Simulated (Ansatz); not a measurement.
The elements of this relaxed trial crystal are hidden behind letters.

```
lattice vectors (Å)
   3.4797    0.0000    0.0000
  -1.7398    3.0135    0.0000
   0.0000    0.0000    2.5393
fractional positions
X 0.0000 0.0000 0.0000
Z 0.3333 0.6667 0.5000
Z 0.6667 0.3333 0.5000
```

These are results of DFT PBE, scalar-relativistic, plane waves, PAW in Ansatz 0.2.0, not measurements. Plane waves to 420 eV, an 18×18×18 mesh through Γ for the 3-atom cell and 0.10 eV Gaussian smearing; collinear spin.

```
Space group                                 : P6/mmm (No. 191)
Conventional cell                           : a = 3.480 Å, c = 2.539 Å
Volume per atom                             : 8.88 Å³
Density                                     : 5.24 g/cm³
Formation energy                            : +0.22 eV/atom
Gap on the 18×18×18 mesh of the 3-atom cell : 0 eV (a metal)
Net moment per atom                         : 0.65 μB
```

Energies are uncorrected and count from the elements' standard states at the same level.

**Question.** X is a d-block element of period 4 and Z is a p-block element of period 2. Which elements are they?

**Answer.** X = Cr, Z = O, so the formula is CrO2. Density times volume gives a mean mass of 5.24 × 8.88/1.6605 = 28.0 u per atom, and this set has 28.0 u. Cr is surrounded by 12 O at 2.38 Å and 2 Cr at 2.54 Å; around O lie 3 O at 2.01 Å, 6 Cr at 2.38 Å and 2 O at 2.54 Å. Other sets within the hints have nearly the same mass, so mass alone doesn't settle it; this one was computed.

In such compounds of Cr a zero gap at this level may well be an artefact, since no Hubbard U is applied. The magnetic state reached may not be the lowest. Symmetry constrained the relaxation, so the result can be a saddle point.
